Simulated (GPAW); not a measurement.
TiC:

```xyz
2
Lattice="0.0000 2.1657 2.1657 2.1657 0.0000 2.1657 2.1657 2.1657 0.0000" Properties=species:S:1:pos:R:3 pbc="T T T"
Ti    0.0000    0.0000    0.0000
C     2.1657    2.1657    2.1657
```

The cell is a database's computed one.

Base run:

```yaml
Program: GPAW 26.7.0
Functional: PBEsol
Potentials_or_basis: PAW data sets generated in the run's folder for this functional
Cutoff: 800 eV
Basis: pw
k_mesh: 11 × 11 × 11
Occupations: gaussian, width 0.02 eV
Spin: no spin polarisation
```

Its results: band gap on the k mesh none (metal or under the smearing width); pressure -5.9 GPa.

Task: The run is repeated on the same cell with these changes: functional from PBEsol to RPBE; potentials or basis from PAW data sets generated in the run's folder for this functional to the program's PAW data sets (release 1.2.1) made for this functional. What comes out?

Result: Band gap on the k mesh none (metal or under the smearing width); pressure 5.6 GPa.
